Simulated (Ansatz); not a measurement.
## Conductance against length: SiH2(OSiH2)1 chain with methyl sulfide ends, between Au (111) faces with adatoms, and longer members

Wanted: G and thermopower along the series, and a fit against length.

Program: Ansatz 0.2.0. Level of theory: DFT PBE, plane waves, PAW; relaxation of a junction, electrodes held but for their tips, in the first sound run; inputs show where later runs differ. Results are calculated unless marked as measured.

## 1. Set-up

The cell holds 91 atoms: 74 Au, 2 S, 2 C, 2 Si, 1 O and 10 H. Its edges and angles: a = 8.825 Å, b = 8.825 Å, c = 31.437 Å, α = 90.0°, β = 90.0°, γ = 60.0°. Electrodes: Au (111) 3x3 face with an adatom; the apex atoms were set 10.157 Å apart; the free molecule is CS[SiH2]O[SiH2]SC. Regions: lower lead, 37 atoms (37 Au); bridge, 17 atoms (2 S, 2 C, 2 Si, 1 O and 10 H); upper lead, 37 atoms (37 Au). The structure is stacked along c, and the current runs across the ab planes.

## 2. Relaxing the junction, 91 atoms, molecule siloxane 1, methyl sulfide ends, units 1

The bridge and the electrodes' tips relax, while 72 atoms stay at the lead's spacing, so that the ends still repeat as a lead.

File input.yaml:

```yaml
crystal:
  lattice:
    - [8.8246926292, 0.0, 0.0]
    - [4.4123463146, 7.6424079975, 0.0]
    - [0.0, 0.0, 31.4365220531]
  atoms:
    - { symbol: Au, position: [0.722222222, 0.722222222, 0.0] }
    - { symbol: Au, position: [0.722222222, 0.055555556, 0.0] }
    - { symbol: Au, position: [0.722222222, 0.388888889, 0.0] }
    - { symbol: Au, position: [0.055555556, 0.722222222, 0.0] }
    - { symbol: Au, position: [0.055555556, 0.055555556, 0.0] }
    - { symbol: Au, position: [0.055555556, 0.388888889, 0.0] }
    - { symbol: Au, position: [0.388888889, 0.722222222, 0.0] }
    - { symbol: Au, position: [0.388888889, 0.055555556, 0.0] }
    - { symbol: Au, position: [0.388888889, 0.388888889, 0.0] }
    - { symbol: Au, position: [0.833333333, 0.833333333, 0.076400854] }
    - { symbol: Au, position: [0.833333333, 0.166666667, 0.076400854] }
    - { symbol: Au, position: [0.833333333, 0.5, 0.076400854] }
    - { symbol: Au, position: [0.166666667, 0.833333333, 0.076400854] }
    - { symbol: Au, position: [0.166666667, 0.166666667, 0.076400854] }
    - { symbol: Au, position: [0.166666667, 0.5, 0.076400854] }
    - { symbol: Au, position: [0.5, 0.833333333, 0.076400854] }
    - { symbol: Au, position: [0.5, 0.166666667, 0.076400854] }
    - { symbol: Au, position: [0.5, 0.5, 0.076400854] }
    - { symbol: Au, position: [0.944444444, 0.944444444, 0.152801707] }
    - { symbol: Au, position: [0.944444444, 0.277777778, 0.152801707] }
    - { symbol: Au, position: [0.944444444, 0.611111111, 0.152801707] }
    - { symbol: Au, position: [0.277777778, 0.944444444, 0.152801707] }
    - { symbol: Au, position: [0.277777778, 0.277777778, 0.152801707] }
    - { symbol: Au, position: [0.277777778, 0.611111111, 0.152801707] }
    - { symbol: Au, position: [0.611111111, 0.944444444, 0.152801707] }
    - { symbol: Au, position: [0.611111111, 0.277777778, 0.152801707] }
    - { symbol: Au, position: [0.611111111, 0.611111111, 0.152801707] }
    - { symbol: Au, position: [0.055555556, 0.055555556, 0.229202561] }
    - { symbol: Au, position: [0.055555556, 0.388888889, 0.229202561] }
    - { symbol: Au, position: [0.055555556, 0.722222222, 0.229202561] }
[... 55 atom lines left out ...]
    - { symbol: Au, position: [0.944444444, 0.611111111, 0.923599146] }
    - { symbol: Au, position: [0.944444444, 0.944444444, 0.923599146] }
    - { symbol: Au, position: [0.944444444, 0.277777778, 0.923599146] }
    - { symbol: Au, position: [0.277777778, 0.611111111, 0.923599146] }
    - { symbol: Au, position: [0.277777778, 0.944444444, 0.923599146] }
    - { symbol: Au, position: [0.277777778, 0.277777778, 0.923599146] }
kpoints:
  mp_grid: { grid: [2, 2, 1] }
scf:
  occupations: { method: fermi_dirac, width: 0.1 }
hamiltonian:
  xc: pbe
relax:
  constraints:
    - { sites: [0, 1, 2, 3, 4, 5, 6, 7, 8, 9, 10, 11, 12, 13, 14, 15, 16, 17, 18, 19, 20, 21, 22, 23, 24, 25, 26, 27, 28, 29, 30, 31, 32, 33, 34, 35, 55, 56, 57, 58, 59, 60, 61, 62, 63, 64, 65, 66, 67, 68, 69, 70, 71, 72, 73, 74, 75, 76, 77, 78, 79, 80, 81, 82, 83, 84, 85, 86, 87, 88, 89, 90] }
  f_tol: 0.05
  max_steps: 35
```

The run is started by

```console
> ansatz run input.yaml --threads 16 --pin off --max-ram 61440MiB --backend cuda --events-out ev --progress --plain --runs-dir out --max-vram 78GiB
```

Numbers of over 12 decimals in the logs are rounded to 6 here.

The log of the run:

```text
Engine: ansatz 0.2.0, aarch64-unknown-linux-gnu
Pseudopotentials: kind: paw
Pseudopotential: Au, paw, valence charge 19, recommended cutoff 420 eV (normal), Au.paw.azcp
Pseudopotential: S, paw, valence charge 6, recommended cutoff 420 eV (normal), S.paw.azcp
Pseudopotential: C, paw, valence charge 4, recommended cutoff 420 eV (normal), C.paw.azcp
Pseudopotential: Si, paw, valence charge 4, recommended cutoff 420 eV (normal), Si.paw.azcp
Pseudopotential: O, paw, valence charge 6, recommended cutoff 420 eV (normal), O.paw.azcp
Pseudopotential: H, paw, valence charge 1, recommended cutoff 420 eV (normal), H.paw.azcp
Functional definition: PBE
  parameter kappa = 0.804
  parameter beta = 0.066725
  exchange = pbe_x(kappa = kappa, mu = beta*pi^2/3)
  correlation = pbe_c(beta = beta)
[...]
Crystal: 91 atoms, lattice volume = 2120.139 Å³
Basis set: ecut = 420 eV, 41439 PW (Γ), exchange–correlation on 120×120×432 points (8 copies of the dense FFT grid, shifted against one another)
Bands: 870, of which v1, the nominal top of the filled ones, is band 725 counted from 1 (724 counted from 0)
Symmetry: 1 space group operations
Space group: P1 (ITA 1), of the structure as read, at distance tolerance 1.3e-4 Å
k-points: 4
Non-local potential: Au, projectors of the file, l = 0: 3, l = 1: 2, l = 2: 2, l = 3: 1
Non-local potential: S, projectors of the file, l = 0: 2, l = 1: 2, l = 2: 2
Non-local potential: C, projectors of the file, l = 0: 2, l = 1: 2, l = 2: 1
Non-local potential: Si, projectors of the file, l = 0: 2, l = 1: 2, l = 2: 2
Non-local potential: O, projectors of the file, l = 0: 2, l = 1: 2, l = 2: 1
Non-local potential: H, projectors of the file, l = 0: 2, l = 1: 1
PAW form: soft (Blöchl's): semilocal exchange-correlation on the pseudo side does not see the compensation charge
PAW one-centre angular grid: Au, 590 points (default); XC on 64 Gauss nodes
PAW one-centre angular grid: S, 110 points (default); XC on 64 Gauss nodes
PAW one-centre angular grid: C, 110 points (default); XC on 64 Gauss nodes
PAW one-centre angular grid: Si, 110 points (default); XC on 64 Gauss nodes
PAW one-centre angular grid: O, 110 points (default); XC on 64 Gauss nodes
PAW one-centre angular grid: H, 110 points (default); XC on 64 Gauss nodes
Initial density: superposition of atomic densities (neutral atoms: chi_scale 0, normalization atom), corrected by the library's trained network
Initial wavefunctions: pseudopotential atomic-orbital guess
[...]
Functional: x = pbe(κ = 0.804, μ = 0.219515), c = pbe(β = 0.066725)
SCF iter   1: F=—  HF=-977349.592907 eV  |F-HF|=—  |Δ(HF+E_count)|=         —  Δρ=3.49e-3  dr2=6.17e0  ethr=1.77e-3  ⟨swp⟩=6.0  Hψ=13524  notcnv=0  defer=23
preconditioner: auto → LDOS  [metal: Δε(μ)=0.119 eV  Ē_g=8.951 eV  σ=0.100 eV  W_gap=0.28  n_scr=612 (ndim 8)  ℏωp=23.6 eV  f_vac=0.288  D(μ)=39.04/eV (n_scr^D=228)  β→1.0]
SCF iter   2: F=—  HF=-977349.438630 eV  |F-HF|=—  |Δ(HF+E_count)|=   1.54e-1  Δρ=3.13e-3  dr2=5.73e-1  ethr=4.26e-4  ⟨swp⟩=2.0  Hψ=5715  notcnv=0  defer=386
[...]
SCF iter   7: F=-977349.303059 eV  HF=-977349.303106 eV  |F-HF|=4.73e-5  |Δ(HF+E_count)|=   2.75e-5  Δρ=2.22e-5  dr2=5.22e-5  ethr=4.31e-9  ⟨swp⟩=3.0  Hψ=11076  notcnv=0
SCF 1 converged in 7 iterations: F = -977349.303059 eV  dr2 = 5.22e-5
  greatest PAW one-centre occupation: 1.000 electrons in one spin orbital (limit 2), on the Au atom at site 58 (counted from 0), in its partial waves of l = 0
relax step   1: F+E_penalty+E_count = -977349.30305899 eV  Δ(F+E_penalty+E_count) = +0.000e0 eV  max|allowed force component| = 6.724e-1 eV/Å  Δτ_max = 0.0000 Å  (7 SCF iters, dr2 threshold 6.25e-5 eV, accepted)
[...]
preconditioner: auto → LDOS  [metal: Δε(μ)=0.107 eV  Ē_g=8.836 eV  σ=0.100 eV  W_gap=0.26  n_scr=612 (ndim 8)  ℏωp=23.6 eV  f_vac=0.288  D(μ)=37.41/eV (n_scr^D=214)  β→1.0]
[...]
SCF 2 converged in 6 iterations: F = -977349.364461 eV  dr2 = 9.69e-6
  greatest PAW one-centre occupation: 1.000 electrons in one spin orbital (limit 2), on the Au atom at site 31 (counted from 0), in its partial waves of l = 0
relax step   2: F+E_penalty+E_count = -977349.36446051 eV  Δ(F+E_penalty+E_count) = -6.140e-2 eV  max|allowed force component| = 4.754e-1 eV/Å  Δτ_max = 0.1795 Å  (6 SCF iters, dr2 threshold 2.83e-5 eV, accepted)
[...]
relax step   3: F+E_penalty+E_count = -977349.42443932 eV  Δ(F+E_penalty+E_count) = -5.998e-2 eV  max|allowed force component| = 1.832e-1 eV/Å  Δτ_max = 0.0800 Å  (6 SCF iters, dr2 threshold 1.41e-5 eV, accepted)
[...]
relax step   4: F+E_penalty+E_count = -977349.43723481 eV  Δ(F+E_penalty+E_count) = -1.280e-2 eV  max|allowed force component| = 1.465e-1 eV/Å  Δτ_max = 0.0624 Å  (6 SCF iters, dr2 threshold 4.99e-6 eV, accepted)
[...]
relax step   5: F+E_penalty+E_count = -977349.45811909 eV  Δ(F+E_penalty+E_count) = -2.088e-2 eV  max|allowed force component| = 2.963e-1 eV/Å  Δτ_max = 0.1861 Å  (7 SCF iters, dr2 threshold 3.19e-6 eV, accepted)
[...]
relax step   6: F+E_penalty+E_count = -977349.47288843 eV  Δ(F+E_penalty+E_count) = -1.477e-2 eV  max|allowed force component| = 2.496e-1 eV/Å  Δτ_max = 0.1251 Å  (6 SCF iters, dr2 threshold 5.61e-5 eV, accepted)
[...]
relax step   7: F+E_penalty+E_count = -977349.47784743 eV  Δ(F+E_penalty+E_count) = -4.959e-3 eV  max|allowed force component| = 1.004e-1 eV/Å  Δτ_max = 0.0644 Å  (5 SCF iters, dr2 threshold 4.42e-5 eV, accepted)
[...]
relax step   8: F+E_penalty+E_count = -977349.48015161 eV  Δ(F+E_penalty+E_count) = -2.304e-3 eV  max|allowed force component| = 6.177e-2 eV/Å  Δτ_max = 0.0713 Å  (8 SCF iters, accepted)
[...]
relax step   9: F+E_penalty+E_count = -977349.48110303 eV  Δ(F+E_penalty+E_count) = -9.514e-4 eV  max|allowed force component| = 6.224e-2 eV/Å  Δτ_max = 0.0428 Å  (7 SCF iters, accepted)
[...]
relax step  10: F+E_penalty+E_count = -977349.48175461 eV  Δ(F+E_penalty+E_count) = -6.516e-4 eV  max|allowed force component| = 3.726e-2 eV/Å  Δτ_max = 0.0158 Å  (6 SCF iters, accepted)
[...]
- { symbol: Au, position: [0.055556, 0.722222, 0.229202561] }
    - { symbol: Au, position: [0.388888889, 0.055555556, 0.229202561] }
    - { symbol: Au, position: [0.388888889, 0.388889, 0.229202561] }
    - { symbol: Au, position: [0.388889, 0.722222, 0.229202561] }
    - { symbol: Au, position: [0.722222, 0.055555556, 0.229202561] }
    - { symbol: Au, position: [0.722222, 0.388889, 0.229202561] }
    - { symbol: Au, position: [0.722222, 0.722222, 0.229202561] }
    - { symbol: Au, position: [0.497708, 0.493913, 0.299006] }
    - { symbol: S, position: [0.601860, 0.477025, 0.370583] }
    - { symbol: C, position: [0.618460, 0.674743, 0.377359] }
    - { symbol: Si, position: [0.383146, 0.530923, 0.411579] }
    - { symbol: O, position: [0.445607, 0.500010, 0.461800] }
    - { symbol: Si, position: [0.414065, 0.469088, 0.512020] }
    - { symbol: S, position: [0.578880, 0.522987, 0.553017] }
    - { symbol: C, position: [0.793194, 0.325266, 0.546239] }
    - { symbol: H, position: [0.712020, 0.666946, 0.353318] }
    - { symbol: H, position: [0.667648, 0.675240, 0.409328] }
    - { symbol: H, position: [0.491715, 0.792413, 0.371820] }
    - { symbol: H, position: [0.244269, 0.716739, 0.405517] }
    - { symbol: H, position: [0.327829, 0.403839, 0.398534] }
    - { symbol: H, position: [0.460999, 0.283273, 0.518080] }
    - { symbol: H, position: [0.231668, 0.596172, 0.525067] }
    - { symbol: H, position: [0.878960, 0.333057, 0.570280] }
    - { symbol: H, position: [0.842876, 0.324773, 0.514269] }
    - { symbol: H, position: [0.784116, 0.207598, 0.551776] }
    - { symbol: Au, position: [0.491623, 0.506086, 0.624593] }
    - { symbol: Au, position: [0.277777778, 0.277778, 0.694396586] }
    - { symbol: Au, position: [0.277777778, 0.611111, 0.694396586] }
    - { symbol: Au, position: [0.277778, 0.944444, 0.694396586] }
    - { symbol: Au, position: [0.611111111, 0.277778, 0.694396586] }
    - { symbol: Au, position: [0.611111111, 0.611111, 0.694396586] }
    - { symbol: Au, position: [0.611111111, 0.944444, 0.694396586] }
    - { symbol: Au, position: [0.944444, 0.277778, 0.694396586] }
    - { symbol: Au, position: [0.944444, 0.611111, 0.694396586] }
    - { symbol: Au, position: [0.944444, 0.944444, 0.694396586] }
    - { symbol: Au, position: [0.388888889, 0.388889, 0.770797439] }
    - { symbol: Au, position: [0.388889, 0.722222, 0.770797439] }
    - { symbol: Au, position: [0.388888889, 0.055555556, 0.770797439] }
    - { symbol: Au, position: [0.722222, 0.388889, 0.770797439] }
    - { symbol: Au, position: [0.722222, 0.722222, 0.770797439] }
    - { symbol: Au, position: [0.722222, 0.055555556, 0.770797439] }
    - { symbol: Au, position: [0.055556, 0.388889, 0.770797439] }
    - { symbol: Au, position: [0.055556, 0.722222, 0.770797439] }
    - { symbol: Au, position: [0.055556, 0.055555556, 0.770797439] }
    - { symbol: Au, position: [0.5, 0.5, 0.847198] }
    - { symbol: Au, position: [0.500000, 0.833333, 0.847198] }
    - { symbol: Au, position: [0.5, 0.166667, 0.847198] }
    - { symbol: Au, position: [0.833333, 0.5, 0.847198] }
    - { symbol: Au, position: [0.833333, 0.833333, 0.847198] }
    - { symbol: Au, position: [0.833333, 0.166667, 0.847198] }
    - { symbol: Au, position: [0.166666667, 0.5, 0.847198] }
    - { symbol: Au, position: [0.166666667, 0.833333, 0.847198] }
    - { symbol: Au, position: [0.166666667, 0.166667, 0.847198] }
    - { symbol: Au, position: [0.611111111, 0.611111, 0.923599146] }
    - { symbol: Au, position: [0.611111111, 0.944444, 0.923599146] }
    - { symbol: Au, position: [0.611111111, 0.277778, 0.923599146] }
    - { symbol: Au, position: [0.944444, 0.611111, 0.923599146] }
    - { symbol: Au, position: [0.944444, 0.944444, 0.923599146] }
    - { symbol: Au, position: [0.944444, 0.277778, 0.923599146] }
    - { symbol: Au, position: [0.277777778, 0.611111, 0.923599146] }
    - { symbol: Au, position: [0.277778, 0.944444, 0.923599146] }
    - { symbol: Au, position: [0.277777778, 0.277778, 0.923599146] }
```

It took 24 s on 1 × NVIDIA GB200 with 16 threads of Arm Neoverse V2, shared host; peak memory 2 GiB.

Relaxation path:

```tsv
step	energy less that of the first step (eV)	largest force component (eV/Å)
1	0.0000	0.6724
2	-0.0614	0.4754
3	-0.1214	0.1832
4	-0.1342	0.1465
5	-0.1551	0.2963
6	-0.1698	0.2496
7	-0.1748	0.1004
8	-0.1771	0.0618
9	-0.1780	0.0622
10	-0.1787	0.0373
```

The atoms that moved most (Å):

```tsv
atom	dx	dy	dz	length
H52	-0.230	-0.462	0.314	0.605
H45	-0.230	0.462	-0.314	0.604
H53	-0.021	-0.487	0.233	0.540
H46	-0.021	0.487	-0.233	0.540
H51	-0.105	-0.407	0.327	0.532
H49	-0.105	0.407	-0.326	0.532
C44	-0.136	-0.430	0.194	0.491
C39	-0.136	0.430	-0.194	0.491
```

Numbers from this step:

- energy at zero smearing: -977348.8829 eV

The largest force component on a free atom ends at 0.037 eV/Å, under the limit of 0.05. The apex atoms end 10.24 Å apart, and their nearest bridge atoms lie at 2.41 Å (Au–S) and 2.41 Å (Au–S).

[end of part 1 of 3]

[Logs are printed without paths, hosts, clocks, repeated set-up lines and the standing remarks that a program may print on its own settings, such as how far it seeks lower states.]

[Hosts, paths, dates, database ids (printed as entryN), source tags and the programs' standing remarks are cut or masked in the printed files.]
